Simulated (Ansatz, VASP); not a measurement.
# One calculation of MgO, two programs

```
CELL_PARAMETERS angstrom
3.53548 0.00000 0.00000
-1.76774 3.06182 0.00000
0.00000 0.00000 4.09698
ATOMIC_POSITIONS crystal
Mg 0.66667 0.33333 0.75000
Mg 0.33333 0.66667 0.25000
O 0.66667 0.33333 0.25000
O 0.33333 0.66667 0.75000
```

Change from the starting cell: mode 5 frozen in at +0.000 Å, strain +e along z and -e/2 along x and y -0.0233.

Alike in both runs: task single point; functional PBEsol; k mesh 9 × 9 × 6; occupations gaussian, width 0.05 eV; no spin polarisation.

|  | VASP | Ansatz |
| --- | --- | --- |
| version | VASP 6.6.1 | Ansatz 0.2.0 |
| potentials or method | VASP PAW PBE potentials, release 64 (Mg, O) | scalar-relativistic, plane waves, PAW |
| plane-wave cutoff (eV) | 520 | 520 |
| valence electrons in the cell | 16 | 32 |

Ansatz gave:

- gap on the k mesh at the Fermi level (eV): 3.32
- least direct gap on the mesh (eV): 3.32
- pressure (GPa): 0.6
- largest component of the traceless stress (GPa): 4.42

Q: Estimate VASP's values.

A: gap on the k mesh at the Fermi level (eV): 3.31; least direct gap on the mesh (eV): 3.31; pressure (GPa): 0.2; largest component of the traceless stress (GPa): 4.38.

The two sets of potentials don't hold the same shells in valence. Ansatz warned: «pseudo_functional_mismatch».

Caveats: the PAW data sets were made with another functional, which shifts forces and pressure a little (VASP).
